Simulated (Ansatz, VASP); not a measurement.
# Mg: VASP beside Ansatz

File INCAR:

```
PREC = Accurate ; ENCUT = 520
EDIFF = 1E-6 ; ISMEAR = -1
SIGMA = 0.05 ; LREAL = False
LASPH = True ; NELM = 60
ALGO = Normal ; ISIF = 2
LWAVE = False ; LCHARG = False
GGA = CA ; NBANDS = 7
```

The input KPOINTS:

```
regular mesh
0
Gamma
  15 15 15
```

Contents of POSCAR:

```
Mg
1.0
    2.1802699449      0.0000000000      0.0000000000
    0.0000000000      2.1802699449      0.0000000000
    0.0000000000      0.0000000000      2.1802699449
Mg
1
Direct
    0.0000000000      0.0000000000      0.0000000000
```

Input for Ansatz:

```yaml
crystal:
  lattice:
    - [2.1802699449, 0.0, 0.0]
    - [0.0, 2.1802699449, 0.0]
    - [0.0, 0.0, 2.1802699449]
  atoms:
    - { symbol: Mg, position: [0.0, 0.0, 0.0] }
kpoints:
  mp_grid: { grid: [15, 15, 15] }
  band_path:
    path:
      - [0.0, 0.0, 0.0]
      - [0.0, 0.5, 0.0]
      - [0.5, 0.5, 0.0]
      - [0.0, 0.0, 0.0]
      - [0.5, 0.5, 0.5]
      - [0.0, 0.5, 0.0]
      - [0.5, 0.5, 0.5]
      - [0.5, 0.5, 0.0]
    npoints: 8
scf:
  occupations: { method: fermi_dirac, width: 0.05 }
hamiltonian:
  xc: lda
  pseudopotentials: { kind: all_electron, lapw: { basis_error: 0.001 } }
output:
  forces: true
  stress: true
  eigenvalues: true
  populations: true
  dos: { projected: true, de: 0.2, e_range: [-14, 8] }
```

Change from the starting cell: volume scaled by 0.4, LAPW.

Alike in both runs: task single point; functional LDA; k mesh 15 × 15 × 15; occupations fermi-dirac, width 0.05 eV; no spin polarisation.

|  | VASP | Ansatz |
| --- | --- | --- |
| version | VASP 6.6.1 | Ansatz 0.2.0 |
| potentials or method | VASP PAW LDA potentials, release 64 (Mg) | all-electron LAPW, scalar-relativistic |
| plane-wave cutoff (eV) | 520 | see its input |

```tsv
	VASP	Ansatz	Ansatz less VASP
pressure (GPa)	126.7	126.3	-0.46
```

Ansatz ran all-electron here, so the differences hold the error of VASP's frozen core and of both bases.

Caveats: the cell as given lies far from equilibrium; so large a pressure means that the cell lies far from this level's equilibrium, or that cutoff or potentials fall short (VASP).
